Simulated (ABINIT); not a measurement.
Wanted: the native input for an ABINIT 10.8.3 (patched build) run.

- Task: single point
- Functional: LDA
- Potentials or basis: JTH PAW LDA v2.0
- Cutoff: 544 eV
- k mesh: 14 × 14 × 14
- Occupations: fermi-dirac, width 0.05 eV
- Spin: no spin polarisation
- Fine-grid cutoff: 1088.46 eV

The system is TiC.

```
Ti C
1.0
     0.00000    2.16572    2.16572
     2.16572    0.00000    2.16572
     2.16572    2.16572    0.00000
Ti C
1 1
Direct
  0.00000 0.00000 0.00000
  0.50000 0.50000 0.50000
```

The cell is a database's computed one.

These files were run (other wordings do the same):

run.abi

```
pp_dirpath "./"
pseudos "Ti.LDA_PW-JTH.xml, C.LDA_PW-JTH.xml"

acell 3*1.0
rprim
     0.0000000000     4.0926154775     4.0926154775
     4.0926154775     0.0000000000     4.0926154775
     4.0926154775     4.0926154775     0.0000000000
ntypat 2
znucl 22 6
natom 2
typat 1 2
xcart
     0.0000000000     0.0000000000     0.0000000000
     4.0926154775     4.0926154775     4.0926154775

ecut 20.0
pawecutdg 40.0

kptopt 1
ngkpt 14 14 14
nshiftk 1
shiftk 0.0 0.0 0.0

ixc 7

nband 12
occopt 3
tsmear 0.00183747

nstep 100
tolvrs 1.0e-9

iomode 3
prtwf 0
prtden 0
prteig 0
prtebands 0
enunit 1
```

Potentials or basis: JTH PAW LDA v2.0.

Run with:

```bash
$ abinit run.abi > log 2>&1
```

It gave:

* Pressure: -11.9 GPa
* Band gap on the k mesh: none (metal or under the smearing width)
* Valence electrons inside the program's atomic spheres: Ti 10.39; C 2.42

Wall time 37 s on 1 thread of Intel(R) Xeon(R) Platinum 8259CL CPU @ 2.50GHz (Skylake/Cascade Lake), with other jobs on the host, peak memory 0.1 GiB.
